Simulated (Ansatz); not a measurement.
## SnO2 (Pnnm), a vibration from a frozen displacement

The calculation used Ansatz 0.2.0, DFT LDA, scalar-relativistic, plane waves, PAW. Cutoff 420 eV, Γ-centred 6×6×8 k-points, Gaussian smearing of 0.05 eV. No spin polarisation. Energies are free energies at this smearing, counted from the undisturbed cell; pressure is positive in compression.

Reference structure (relaxed at this level):

```
Sn O
1.0
     4.72127    0.00000    0.00000
     0.00000    4.72425    0.00000
     0.00000    0.00000    3.19002
Sn O
2 4
Cartesian
  2.3606 2.3621 1.5950
  0.0000 0.0000 0.0000
  1.4427 1.4483 0.0000
  3.8033 0.9138 1.5950
  0.9180 3.8104 1.5950
  3.2786 3.2759 0.0000
```

Atom 1 (Sn) is moved by x along the Cartesian unit vector (0.000, 1.000, 0.000); the cell and all other atoms stay fixed. The cell's volume is 71.15 Å³; the moved atoms weigh 118.710 u together and the others 182.706 u. Some rows repeat others by symmetry and weren't run.

```csv
x (Å),ΔE (meV/cell),total force on the moved atoms along the move (eV/Å),pressure (GPa)
-0.1000,120.83,2.4126,0.6304
-0.0875,92.54,2.1126,0.4817
-0.0750,68.01,1.8120,0.3528
-0.0625,47.24,1.5109,0.2434
-0.0500,30.24,1.2093,0.1539
-0.0250,7.56,0.6050,0.0337
0.0000,0.00,0.0000,-0.0052
0.0250,7.56,-0.6050,0.0337
0.0500,30.24,-1.2093,0.1539
0.0625,47.24,-1.5109,0.2434
0.0750,68.01,-1.8120,0.3528
0.0875,92.54,-2.1126,0.4817
0.1000,120.83,-2.4126,0.6304
```

Problem. What frequency belongs to this motion?

Solution. The force constant is k = −dF/dx = 24.200 eV/Å², from the parabola through x = -0.0250, 0 and 0.0250. In every cell the moved atoms swing against the rest, so the mass is μ = m₁m₂/(m₁ + m₂) = 71.957 u, and ν̃ = 521.5 cm⁻¹ × √(|k|/μ) = 302 cm⁻¹. The pattern needn't be a normal mode: ν̃² is then a weighted mean of the squared nonzero frequencies at the zone centre of this cell, taken without macroscopic field, so it lies between the lowest and the highest of them.

Problem. How far does the harmonic law reach?

Solution. At x = -0.100 Å, kx²/2 = 121.00 meV against the computed 120.83 meV (-0.1 %): the well is still close to harmonic there.

Problem. The pressure changes with x². What does that say about the frequency under compression?

Solution. With E = k(V)x²/2, k ∝ V^(−2γ) and x scaling with the cell as V^(1/3), P − P0 = −∂E/∂V = (2γ − 2/3) ΔE/V. At x = 0.0500 Å, V(P − P0) = 71.15 × 0.15908 / 160.2 eV = 70.65 meV and ΔE = 30.24 meV, so γ = 1/3 + V(P − P0)/(2ΔE) = 1.50. This is the Grüneisen parameter of the motion under uniform scaling of the cell: shrinking the cell evenly by 1 % in volume raises the frequency by about 1.50 %.

Cost: 7 runs of about 3.8 core-minutes in all, on Intel Xeon Processor @ 2.50GHz (Skylake/Cascade Lake) (shared hosts).

The relaxed cell is almost tetragonal, which suggests that the Pnnm structure has essentially returned to rutile, the known ambient form of SnO2; the orthorhombic distortion belongs to high pressure. Tin sits on an inversion centre, so the energy is even in the displacement and the motion contains only odd-parity, polar vibrations. The 302 cm⁻¹ is therefore an average over transverse, infrared-type modes and shouldn't be matched to a Raman line.

The restoring force comes from the oxygen cage: moving tin shortens some Sn–O contacts and stretches others, and the short-range repulsion outweighs the dipolar attraction that favours off-centring. The force constant falls only slightly at larger displacement, so there is no sign of an off-centre instability along this path. Repulsion steepens as the bonds shorten, which explains the positive Grüneisen parameter of 1.50. This stiffening doesn't contradict the pressure-driven transition from rutile to the CaCl2 type, because the soft mode there is an even-parity rotation of the octahedra, in which tin stays at rest and which this displacement can't probe.
